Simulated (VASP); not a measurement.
# TiSi2 (Fddd) in VASP: settings compared

One crystal, TiSi2, is run at these levels: r2SCAN, SCAN, optB88-vdW, vdW-DF-cx; tasks: relaxation of cell and atoms.

All numbers are computed with VASP 6.6.1; they aren't measurements. Logs are shortened: lines on timing, memory, paths and dates and some standing lists are left out, and cuts for length are marked.

## 1. Starting point

Symmetry: Fddd, No. 70, orthorhombic system. Conventional cell: a = 4.779 Å, b = 8.235 Å, c = 8.526 Å, α = 90.00°, β = 90.00°, γ = 90.00°. Around Ti (site symmetry 222) lie 10 Si at 2.55 to 2.78 Å. Around Si (site symmetry 2) lie 5 Si at 2.52 to 2.79 Å and 5 Ti at 2.55 to 2.78 Å.

The cell is a database's computed one.

## 2. Relaxation of cell and atoms, r2SCAN

INCAR reads:

```
SYSTEM = TiSi2
ALGO     = Normal         ! electronic algorithm
EDIFF    = 1E-6           ! SCF threshold, eV
EDIFFG   = -0.01          ! ionic threshold
ENCUT    = 600            ! plane-wave cutoff, eV
IBRION   = 2              ! ionic algorithm
ISIF     = 3              ! what is computed and relaxed
ISMEAR   = -1             ! smearing method
LASPH    = .True.         ! aspherical terms in the spheres
LCHARG   = .False.        ! write CHGCAR
LMIXTAU  = .True.       
LREAL    = .False.        ! projectors in reciprocal space
LWAVE    = .False.        ! write WAVECAR
METAGGA  = R2SCAN         ! meta-GGA
NELM     = 80             ! most SCF steps
NSW      = 60             ! ionic steps
PREC     = Accurate       ! precision mode
SIGMA    = 0.05           ! smearing width, eV
```

KPOINTS reads:

```
k-points
0
Gamma
  5 5 5
  0 0 0
```

POSCAR reads:

```
TiSi2
1.0
    0.0000000000      4.1175163063      4.2628978354
    2.3895119538      0.0000000000      4.2628978354
    2.3895119538      4.1175163063      0.0000000000
Ti Si
2 4
Direct
    0.7500000000      0.7500000000      0.7500000000
    0.5000000000      0.5000000000      0.5000000000
    0.4125656100      0.0874343900      0.4125656100
    0.0874343900      0.4125656100      0.0874343900
    0.1625656100      0.8374343900      0.1625656100
    0.8374343900      0.1625656100      0.8374343900
```

Potentials or basis: VASP PAW PBE potentials, release 64 (Ti_sv, Si).

The run is started by

```
> cat potpaw_PBE.64/Ti_sv/POTCAR potpaw_PBE.64/Si/POTCAR > POTCAR
> mpirun -np 1 vasp_std > vasp.out
```

OUTCAR:

```text
SYSTEM = TiSi2
   EDIFF = 1E-6
   EDIFFG = -0.01
   ENCUT = 600
   IBRION = 2
   ISIF = 3
   ISMEAR = -1
   LASPH = .True.
   LREAL = .False.
   METAGGA = R2SCAN
   NELM = 80
   NSW = 60
   PREC = Accurate

 ion  position               nearest neighbor table
   1  0.750  0.750  0.750-   6 2.55   5 2.55   6 2.55   5 2.55   3 2.74   3 2.74   4 2.74   4 2.74
                             3 2.78   4 2.78
   2  0.500  0.500  0.500-   4 2.55   3 2.55   4 2.55   3 2.55   5 2.74   5 2.74   6 2.74   6 2.74
                             5 2.78   6 2.78
   3  0.413  0.087  0.413-   6 2.52   6 2.52   2 2.55   2 2.55   4 2.68   1 2.74   1 2.74   1 2.78
                             4 2.79   4 2.79
   4  0.087  0.413  0.087-   5 2.52   5 2.52   2 2.55   2 2.55   3 2.68   1 2.74   1 2.74   1 2.78
                             3 2.79   3 2.79
   5  0.163  0.837  0.163-   4 2.52   4 2.52   1 2.55   1 2.55   6 2.68   2 2.74   2 2.74   2 2.78
                             6 2.79   6 2.79
   6  0.837  0.163  0.837-   3 2.52   3 2.52   1 2.55   1 2.55   5 2.68   2 2.74   2 2.74   2 2.78
                             5 2.79   5 2.79

  LATTYP: Found a face centered orthorhombic cell.
 ALAT       =     4.7790239076
 B/A-ratio  =     1.7231620456
 C/A-ratio  =     1.7840035613

  Lattice vectors:

 A1 = (   0.0000000000,   4.1175163063,   4.2628978354)
 A2 = (   2.3895119538,   0.0000000000,   4.2628978354)
 A3 = (   2.3895119538,   4.1175163063,   0.0000000000)

Analysis of symmetry for initial positions (statically):
=====================================================================
 Subroutine PRICEL returns:
 Original cell was already a primitive cell.

 Routine SETGRP: Setting up the symmetry group for a
 face centered orthorhombic supercell.

 Subroutine GETGRP returns: Found  8 space group operations
 (whereof  4 operations were pure point group operations)
 out of a pool of  8 trial point group operations.

The static configuration has the point symmetry D_2 .
 The point group associated with its full space group is D_2h.

Analysis of symmetry for dynamics (positions and initial velocities):
=====================================================================
 Subroutine PRICEL returns:
 Original cell was already a primitive cell.

 Routine SETGRP: Setting up the symmetry group for a
 face centered orthorhombic supercell.

 Subroutine GETGRP returns: Found  8 space group operations
 (whereof  4 operations were pure point group operations)
 out of a pool of  8 trial point group operations.

The dynamic configuration has the point symmetry D_2 .
 The point group associated with its full space group is D_2h.

 Subroutine INISYM returns: Found  8 space group operations
 (whereof  4 operations are pure point group operations),
 and found     1 'primitive' translations

----------------------------------------------------------------------------------------

                                     Primitive cell

  volume of cell :      83.8841

  direct lattice vectors                    reciprocal lattice vectors
     0.000000000  4.117516306  4.262897835    -0.209247750  0.121432427  0.117291106
     2.389511954  0.000000000  4.262897835     0.209247750 -0.121432427  0.117291106
     2.389511954  4.117516306  0.000000000     0.209247750  0.121432427 -0.117291106

  length of vectors
     5.926739280  4.886928006  4.760641544     0.268863643  0.268863643  0.268863643

  position of ions in fractional coordinates (direct lattice)
     0.750000000  0.750000000  0.750000000
     0.500000000  0.500000000  0.500000000
     0.412565610  0.087434390  0.412565610
     0.087434390  0.412565610  0.087434390
     0.162565610  0.837434390  0.162565610
     0.837434390  0.162565610  0.837434390

  ion indices of the primitive-cell ions
   primitive index   ion index
                 1           1
                 2           2
                 3           3
                 4           4
                 5           5
                 6           6

----------------------------------------------------------------------------------------

 KPOINTS: k-points

Automatic generation of k-mesh.
 Grid dimensions read from file:
 generate k-points for:    5    5    5

 Generating k-lattice:

  Cartesian coordinates                     Fractional coordinates (reciprocal lattice)
    -0.041849550  0.024286485  0.023458221     0.200000000  0.000000000  0.000000000
     0.041849550 -0.024286485  0.023458221     0.000000000  0.200000000 -0.000000000
     0.041849550  0.024286485 -0.023458221     0.000000000 -0.000000000  0.200000000

  Length of vectors
     0.053772729  0.053772729  0.053772729

  Shift w.r.t. Gamma in fractional coordinates (k-lattice)
     0.000000000  0.000000000  0.000000000

 Subroutine IBZKPT returns following result:
 ===========================================

 Found     27 irreducible k-points:

 Following reciprocal coordinates:
            Coordinates               Weight
  0.000000  0.000000  0.000000      1.000000
  0.200000 -0.000000 -0.000000      8.000000
  0.400000  0.000000  0.000000      8.000000
  0.200000  0.200000  0.000000      2.000000
  0.400000  0.200000 -0.000000      8.000000
 -0.400000  0.200000  0.000000      8.000000
[... 16 lines left out ...]
 -0.400000  0.000000  0.400000      4.000000
 -0.400000  0.200000  0.400000      4.000000
 [... further k-points ...]
   k-points           NKPTS =     27   k-points in BZ     NKDIM =     27   number of bands    NBANDS=     24
   number of dos      NEDOS =    301   number of ions     NIONS =      6
   total plane-waves  NPLWV =  76800
   dimension x,y,z NGX =    48 NGY =   40 NGZ =   40
   dimension x,y,z NGXF=    96 NGYF=   80 NGZF=   80
   ions per type =               2   4
   NGX,Y,Z   is equivalent  to a cutoff of  13.46, 13.61, 13.97 a.u.
   NGXF,Y,Z  is equivalent  to a cutoff of  26.93, 27.21, 27.94 a.u.
 SYSTEM =  TiSi2
   PREC   = accura    normal or accurate (medium, high low for compatibility)
   ISTART =      0    job   : 0-new  1-cont  2-samecut
   ICHARG =      2    charge: 1-file 2-atom 10-const
   ISPIN  =      1    spin polarized calculation?
   LNONCOLLINEAR =      F non collinear calculations
   LSORBIT =      F    spin-orbit coupling
   LASPH  =      T    aspherical Exc in radial PAW
   ENCUT  =  600.0 eV  44.10 Ry    6.64 a.u.  11.84  9.76  9.51*2*pi/ulx,y,z
   NELM   =     80;   NELMIN=  2; NELMDL= -5     # of ELM steps
   EDIFF  = 0.1E-05   stopping-criterion for ELM
   LREAL  =      F    real-space projection
   EDIFFG = -.1E-01   stopping-criterion for IOM
   NSW    =     60    number of steps for IOM
   IBRION =      2    ionic relax: 0-MD 1-quasi-New 2-CG
   NFREE  =      1    steps in history (QN), initial steepest desc. (CG)
   ISIF   =      3    stress and relaxation
   ISYM   =      2    0-nonsym 1-usesym 2-fastsym
   POTIM  = 0.5000    time-step for ionic-motion
   TEBEG  =    0.0;   TEEND  =   0.0 temperature during run
   PSTRESS=    0.0 pullay stress
   NELECT =      40.0000    total number of electrons
   NUPDOWN=      -1.0000    fix difference up-down
   EMIN   =  10.00;   EMAX   =-10.00  energy-range for DOS
   EFERMI =   0.00;   METHOD = LEGACY
   ISMEAR =    -1;   SIGMA  =   0.05  broadening in eV -4-tet -1-fermi 0-gaus
   EFERMI_NEDOS =   21; number of points for ismear=-14 and -15
   IALGO  =     38    algorithm
   IMIX   =      4    mixing-type and parameters
     AMIX     =   0.40;   BMIX     =  1.00
     AMIX_MAG =   1.60;   BMIX_MAG =  1.00
  volume/ion in A,a.u.               =      13.98        94.35
  Fermi-wavevector in a.u.,A,eV,Ry     =   1.278994  2.416947 22.256742  1.635824
  Thomas-Fermi vector in A             =   2.411504
   LORBIT       =      0    0 simple, 1 ext, 2 COOP (PROOUT), +10 PAW based schemes
   METAGGA = R2SCAN    functional components
   LHFCALC =     F    Hartree Fock is set to
   AEXX    =    0.0000 exact exchange contribution
   IVDW    =     0    specifies the selected vdW correction
   LEPSILON=     F    determine dielectric tensor
   LRPA    =     F    only Hartree local field effects (RPA)
 conjugate gradient relaxation of ions
 non-spin polarized calculation
  energy-cutoff  :      600.00
  volume of cell :       83.88
 maximum number of plane-waves:      2827
   NGX = 23   NGY = 19   NGZ = 19

--------------------------------------- Ionic step        1  -------------------------------------------

 number of electron      39.9999999 magnetization

 Free energy of the ion-electron system (eV)
  ---------------------------------------------------
  ext. energy  EPLUGINS =         0.00000000
  ---------------------------------------------------
  free energy    TOTEN  =       -64.09599358 eV

  energy without entropy =      -64.07652941  energy(sigma->0) =      -64.08626150

------------------------ aborting loop because EDIFF is reached ----------------------------------------

  FORCE on cell =-STRESS in cart. coord.  units (eV):
  Direction    XX          YY          ZZ          XY          YZ          ZX
  --------------------------------------------------------------------------------------
  -------------------------------------------------------------------------------------
  Total       -0.1982475     -0.2592425      0.6254192      0.0000000      0.0000000      0.0000000
  in kB       -3.7865086     -4.9515053     11.9454460      0.0000000      0.0000000      0.0000000
  external PRESSURE =       1.0691440 kB  Pullay stress =       0.0000000 kB
[... 185 lines left out ...]
  energy  without entropy=      -64.0804602629  energy(sigma->0) =      -64.09014327

--------------------------------------- Ionic step        6  -------------------------------------------

 number of electron      39.9999999 magnetization

 Free energy of the ion-electron system (eV)
  ---------------------------------------------------
  ext. energy  EPLUGINS =         0.00000000
  ---------------------------------------------------
  free energy    TOTEN  =       -64.10045944 eV

  energy without entropy =      -64.08136483  energy(sigma->0) =      -64.09091213

 E-fermi :  10.1428     XC(G=0): -12.5699

 val. band max:       10.1138682889   @ k =  -0.4000   0.4000   0.2000
 cond. band min:      10.1802022522   @ k =   0.0000   0.2000   0.2000
 fundamental gap:      0.0663339633
 Fermi energy:        10.1428445540

 k-point     1 :       0.0000    0.0000    0.0000
  band No.  band energies     occupation
      1     -48.4291      2.00000
      2     -48.3991      2.00000
      3     -23.7738      2.00000
      4     -23.7598      2.00000
      5     -23.6729      2.00000
      6     -23.6583      2.00000
[... 637 lines left out ...]
     23      12.9011      0.00000
     24      13.1133      0.00000

 [... further k-points ...]

------------------------ aborting loop because EDIFF is reached ----------------------------------------

  FORCE on cell =-STRESS in cart. coord.  units (eV):
  Direction    XX          YY          ZZ          XY          YZ          ZX
  --------------------------------------------------------------------------------------
  -------------------------------------------------------------------------------------
  Total        0.0322693     -0.0145998     -0.0041913      0.0000000      0.0000000      0.0000000
  in kB        0.6162329     -0.2788060     -0.0800390      0.0000000      0.0000000      0.0000000
  external PRESSURE =       0.0857960 kB  Pullay stress =       0.0000000 kB
[... 21 lines left out ...]
  FREE ENERGIE OF THE ION-ELECTRON SYSTEM (eV)
  ---------------------------------------------------
  free  energy   TOTEN  =       -64.1004594351 eV

  energy  without entropy=      -64.0813648347  energy(sigma->0) =      -64.09091213

 reached required accuracy - stopping structural energy minimisation
```

Wall time 9.7 min (1 thread of Intel Xeon 6975P-C (Granite Rapids), shared host); peak memory 0.33 GiB.

Results:

```
Free energy                            : -64.1005 eV
Relaxed volume                         : 13.98 Å³/atom
Relaxed cell                           : a = 5.937 Å, b = 4.900 Å, c = 4.752 Å, α = 75.90°, β = 53.18°, γ = 50.93°
Space group after relaxing (to 0.05 Å) : Fddd (No. 70)
Energy gained by relaxing              : 0.7 meV/atom
Ionic steps                            : 6
Pressure after relaxing                : 0.0 GPa
Largest force after relaxing           : 0.006 eV/Å
Band gap on the k mesh                 : none (metal or under the smearing width)
```

Forces in eV/Å, atoms in the order of the input:
```
Ti   0.000  0.000  0.000
Ti   0.000  0.000  0.000
Si   0.000 -0.006  0.000
Si   0.000  0.006  0.000
Si   0.000 -0.006  0.000
Si   0.000  0.006  0.000
```

The path:
| step | energy change (eV) | largest force (eV/Å) | pressure (GPa) | volume (Å³) |
| --- | --- | --- | --- | --- |
| 1 | 0.0000 | 0.0835 | 0.11 | 83.88 |
| 2 | -0.0026 | 0.0724 | -0.27 | 84.00 |
| 3 | -0.0026 | 0.0725 | -0.27 | 84.00 |
| 4 | -0.0038 | 0.0421 | 0.19 | 83.75 |
| 5 | -0.0038 | 0.0326 | 0.31 | 83.68 |
| 6 | -0.0045 | 0.0056 | 0.01 | 83.90 |

Final structure:
```
Ti Si
1.0
     0.00000    4.11213    4.28227
     2.38224    0.00000    4.28227
     2.38224    4.11213    0.00000
Ti Si
2 4
Direct
  0.75000 0.75000 0.75000
  0.50000 0.50000 0.50000
  0.41077 0.08923 0.41077
  0.08923 0.41077 0.08923
  0.16077 0.83923 0.16077
  0.83923 0.16077 0.83923
```

Levels at points of the mesh, in eV from the Fermi level:
```
           k point  band 17  band 18  band 19  band 20  band 21  band 22  band 23  band 24
(0.00, 0.00, 0.00)    -2.41    -2.24    -1.93    -1.41    -0.93     2.34     3.46     3.71
```

Caveat: the PAW data sets were made with another functional, which shifts forces and pressure a little.

## 3. Relaxation of cell and atoms, SCAN

INCAR, as its differences from that of step 2:

```diff
@@ -13,3 +13,3 @@
 LWAVE    = .False.        ! write WAVECAR
-METAGGA  = R2SCAN         ! meta-GGA
+METAGGA  = SCAN           ! meta-GGA
 NELM     = 80             ! most SCF steps
```

KPOINTS is that of step 2.

POSCAR is that of step 2.

Potentials or basis: VASP PAW PBE potentials, release 64 (Ti_sv, Si).

The run is started by

```
> cat potpaw_PBE.64/Ti_sv/POTCAR potpaw_PBE.64/Si/POTCAR > POTCAR
> mpirun -np 1 vasp_std > vasp.out
```

OUTCAR:

```text
SYSTEM = TiSi2
   EDIFF = 1E-6
   EDIFFG = -0.01
   ENCUT = 600
   IBRION = 2
   ISIF = 3
   ISMEAR = -1
   LASPH = .True.
   LREAL = .False.
   METAGGA = SCAN
   NELM = 80
   NSW = 60
   PREC = Accurate

 ion  position               nearest neighbor table
   1  0.750  0.750  0.750-   6 2.55   5 2.55   6 2.55   5 2.55   3 2.74   3 2.74   4 2.74   4 2.74
                             3 2.78   4 2.78
   2  0.500  0.500  0.500-   4 2.55   3 2.55   4 2.55   3 2.55   5 2.74   5 2.74   6 2.74   6 2.74
                             5 2.78   6 2.78
   3  0.413  0.087  0.413-   6 2.52   6 2.52   2 2.55   2 2.55   4 2.68   1 2.74   1 2.74   1 2.78
                             4 2.79   4 2.79
   4  0.087  0.413  0.087-   5 2.52   5 2.52   2 2.55   2 2.55   3 2.68   1 2.74   1 2.74   1 2.78
                             3 2.79   3 2.79
   5  0.163  0.837  0.163-   4 2.52   4 2.52   1 2.55   1 2.55   6 2.68   2 2.74   2 2.74   2 2.78
                             6 2.79   6 2.79
   6  0.837  0.163  0.837-   3 2.52   3 2.52   1 2.55   1 2.55   5 2.68   2 2.74   2 2.74   2 2.78
                             5 2.79   5 2.79

  LATTYP: Found a face centered orthorhombic cell.
 ALAT       =     4.7790239076
 B/A-ratio  =     1.7231620456
 C/A-ratio  =     1.7840035613

  Lattice vectors:
[... 197 lines left out ...]
  -------------------------------------------------------------------------------------
  Total       -0.0083999      0.1015956      0.1284999      0.0000000      0.0000000      0.0000000
  in kB       -0.1604376      1.9404667      2.4543355      0.0000000      0.0000000      0.0000000
  external PRESSURE =       1.4114549 kB  Pullay stress =       0.0000000 kB
[... 107 lines left out ...]
--------------------------------------- Ionic step        4  -------------------------------------------

 number of electron      39.9999999 magnetization

 Free energy of the ion-electron system (eV)
  ---------------------------------------------------
  ext. energy  EPLUGINS =         0.00000000
  ---------------------------------------------------
  free energy    TOTEN  =       -75.21316624 eV

  energy without entropy =      -75.19404024  energy(sigma->0) =      -75.20360324

 E-fermi :  10.1086     XC(G=0): -12.4386

 val. band max:       10.0461246834   @ k =  -0.2000   0.4000   0.4000
 cond. band min:      10.1181544481   @ k =   0.4000   0.0000   0.0000
 fundamental gap:      0.0720297647
 Fermi energy:        10.1085924682

 k-point     1 :       0.0000    0.0000    0.0000
  band No.  band energies     occupation
      1     -48.5853      2.00000
      2     -48.5558      2.00000
      3     -23.8649      2.00000
      4     -23.8586      2.00000
      5     -23.7722      2.00000
      6     -23.7569      2.00000
[... 637 lines left out ...]
     23      12.8109      0.00000
     24      13.0671      0.00000

 [... further k-points ...]

------------------------ aborting loop because EDIFF is reached ----------------------------------------

  FORCE on cell =-STRESS in cart. coord.  units (eV):
  Direction    XX          YY          ZZ          XY          YZ          ZX
  --------------------------------------------------------------------------------------
  -------------------------------------------------------------------------------------
  Total        0.0097619     -0.0256208     -0.0128613      0.0000000      0.0000000      0.0000000
  in kB        0.1862502     -0.4888290     -0.2453864      0.0000000      0.0000000      0.0000000
  external PRESSURE =      -0.1826551 kB  Pullay stress =       0.0000000 kB
[... 21 lines left out ...]
  FREE ENERGIE OF THE ION-ELECTRON SYSTEM (eV)
  ---------------------------------------------------
  free  energy   TOTEN  =       -75.2131662388 eV

  energy  without entropy=      -75.1940402356  energy(sigma->0) =      -75.20360324

 reached required accuracy - stopping structural energy minimisation
```

Wall time 12 min (1 thread of Intel Xeon 6975P-C (Granite Rapids), shared host); peak memory 0.32 GiB.

What came out:

* Free energy: -75.2132 eV
* Relaxed volume: 14.00 Å³/atom
* Relaxed cell: a = 5.931 Å, b = 4.889 Å, c = 4.763 Å, α = 75.82°, β = 53.05°, γ = 51.13°
* Space group after relaxing (to 0.05 Å): Fddd (No. 70)
* Energy gained by relaxing: 0.0 meV/atom
* Ionic steps: 4
* Pressure after relaxing: 0.0 GPa
* Largest force after relaxing: 0.010 eV/Å
* Band gap on the k mesh: none (metal or under the smearing width)

Forces on the atoms (eV/Å):
```
Ti   0.000  0.000  0.000
Ti   0.000  0.000  0.000
Si   0.000 -0.010  0.000
Si   0.000  0.010  0.000
Si   0.000 -0.010  0.000
Si   0.000  0.010  0.000
```

The path:
| step | energy change (eV) | largest force (eV/Å) | pressure (GPa) | volume (Å³) |
| --- | --- | --- | --- | --- |
| 1 | 0.0000 | 0.0170 | 0.14 | 83.88 |
| 2 | 0.0004 | 0.0154 | -0.13 | 84.03 |
| 3 | 0.0003 | 0.0158 | -0.07 | 84.00 |
| 4 | 0.0002 | 0.0100 | -0.02 | 83.97 |

Final structure:
```xyz
6
Lattice="0.0000 4.1207 4.2661 2.3884 0.0000 4.2661 2.3884 4.1207 0.0000" Properties=species:S:1:pos:R:3 pbc="T T T"
Ti    3.5826    6.1811    6.3992
Ti    2.3884    4.1207    4.2661
Si    1.1942    3.3985    2.1331
Si    1.1942    0.7222    2.1331
Si    2.3884    1.3382    4.2661
Si    2.3884    6.9032    4.2661
```

Levels at points of the mesh, in eV from the Fermi level:
```
           k point  band 16  band 17  band 18  band 19  band 20  band 21  band 22  band 23  band 24
(0.00, 0.00, 0.00)    -2.64    -2.27    -2.20    -1.88    -1.44    -0.92     2.31     3.43     3.64
```

Caveat: the PAW data sets were made with another functional, which shifts forces and pressure a little.

(Continued in part 2 of 2.)
